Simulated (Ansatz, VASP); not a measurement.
## Os: VASP beside Ansatz

Contents of INCAR:

```
SYSTEM = Os
ALGO = Normal ; EDIFF = 1E-6
ENCUT = 520 ; GGA = PS
ISIF = 2 ; ISMEAR = -1
LASPH = .True. ; LCHARG = .False.
LREAL = .False. ; LWAVE = .False.
NBANDS = 15 ; NELM = 100
PREC = Accurate ; SIGMA = 0.08
```

The input KPOINTS:

```
k-points
0
Gamma
  17 17 10
  0 0 0
```

POSCAR

```
Os
1.0
    2.7340999755      0.0000000000      0.0000000000
   -1.3670499878      2.3678000353      0.0000000000
    0.0000000000      0.0000000000      4.2765030000
Os
2
Direct
    0.3333333333      0.6666666667      0.2500000000
    0.6666666667      0.3333333333      0.7500000000
```

Input for Ansatz:

```yaml
crystal:
  lattice:
    - [2.7340999755, 0.0, 0.0]
    - [-1.3670499878, 2.3678000353, 0.0]
    - [0.0, 0.0, 4.276503]
  atoms:
    - { symbol: Os, position: [0.3333333333, 0.6666666667, 0.25] }
    - { symbol: Os, position: [0.6666666667, 0.3333333333, 0.75] }
kpoints:
  mp_grid: { grid: [17, 17, 10] }
  band_path:
    path:
      - [0.0, 0.0, 0.0]
      - [0.5, 0.0, 0.0]
      - [0.3333333333, 0.3333333333, 0.0]
      - [0.0, 0.0, 0.0]
      - [0.0, 0.0, 0.5]
      - [0.5, 0.0, 0.5]
      - [0.3333333333, 0.3333333333, 0.5]
      - [0.0, 0.0, 0.5]
      - [0.5, 0.0, 0.5]
    npoints: 5
scf:
  occupations: { method: fermi_dirac, width: 0.08 }
hamiltonian:
  xc: pbesol
  pseudopotentials: { kind: all_electron, lapw: { basis_error: 0.001 } }
output:
  forces: true
  stress: true
  eigenvalues: true
```

Change from the starting cell: zz strain of -1 %.

Alike in both runs: task single point; functional PBEsol; k mesh 17 × 17 × 10; occupations fermi-dirac, width 0.08 eV; no spin polarisation.

|  | VASP | Ansatz |
| --- | --- | --- |
| version | VASP 6.6.1 | Ansatz 0.2.0 |
| potentials or method | VASP PAW PBE potentials, release 64 (Os) | all-electron LAPW, scalar-relativistic |
| plane-wave cutoff (eV) | 520 | see its input |

|  | VASP | Ansatz | Ansatz less VASP |
| --- | --- | --- | --- |
| pressure (GPa) | 2.4 | 1.9 | -0.53 |
| largest component of the traceless stress (GPa) | 3.90 | 3.97 | +0.071 |

Ansatz ran all-electron here, so the differences hold the error of VASP's frozen core and of both bases.

Caveats: the PAW data sets were made with another functional, which shifts forces and pressure a little (VASP). The runs have no spin-orbit coupling, so splittings on Os are missing.
